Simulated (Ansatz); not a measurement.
Set up this calculation in Ansatz 0.2.0, as the native input.

| Quantity | Value |
| --- | --- |
| Task | single point |
| Functional | PBE |
| Potentials or basis | Ansatz PAW |
| Cutoff | 420 eV (not typed: the program's choice for these potentials) |
| k mesh | 9 × 9 × 9 |
| Occupations | gaussian, width 0.012 eV |
| Spin | no spin polarisation |

The system is ZrO2.

```
Zr O
1.0
     0.00000    2.54507    2.54507
     2.54507    0.00000    2.54507
     2.54507    2.54507    0.00000
Zr O
1 2
Direct
  0.00000 0.00000 0.00000
  0.75000 0.75000 0.75000
  0.25000 0.25000 0.25000
```

Measurements of this composition are mostly on another form, of space group No. 14.

These files were run (other wordings do the same):

input.yaml

```yaml
crystal:
  lattice:
    - [0.0, 2.5450727058, 2.5450727058]
    - [2.5450727058, 0.0, 2.5450727058]
    - [2.5450727058, 2.5450727058, 0.0]
  atoms:
    - { symbol: Zr, position: [0.0, 0.0, 0.0] }
    - { symbol: O, position: [0.75, 0.75, 0.75] }
    - { symbol: O, position: [0.25, 0.25, 0.25] }
hamiltonian:
  xc: pbe
  pseudopotentials: { kind: paw }
kpoints:
  mp_grid: { grid: [9, 9, 9] }
scf:
  occupations: { method: gaussian, width: 0.012 }
output:
  forces: true
  stress: true
  eigenvalues: true
```

Potentials or basis: Ansatz PAW.

Command:

```sh
$ ansatz run input.yaml --threads 2 --pin off --max-ram 5632MiB --backend cpu --events-out ev --progress --plain --runs-dir out
```

Results of the run:

| Quantity | Value |
| --- | --- |
| Pressure | 3.7 GPa |
| Band gap on the k mesh | 3.41 eV, indirect (least direct gap 3.89 eV) |

Caveat: odd divisions of the mesh miss points on the zone boundary, where band edges often lie, so the gap on the mesh can be too wide; the pressure holds a Pulay correction of +0.7 GPa for the finite cutoff.

It took 0.71 s on 2 threads of Arm Neoverse V1 (shared host), peak memory 0.29 GiB.
